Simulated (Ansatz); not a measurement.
An element in the fcc structure gives these cold pressures by all-electron LAPW under PBEsol (Ansatz 0.2.0, scalar-relativistic, no spin polarisation).

| V (Å³/atom) | P (GPa) |
| --- | --- |
| 20.17 | 0.04 |
| 18.15 | 1.76 |
| 16.14 | 4.46 |
| 14.12 | 8.85 |
| 12.10 | 16.34 |
| 10.09 | 30.1 |
| 8.07 | 57.9 |

Question: Which element is it?

Answer: Li. Its zero-pressure volume in this structure is near 20.2 Å³/atom; the volume and the steepness of P(V) together point to it, though neighbours can come close. Neighbours weren't tried against these numbers.
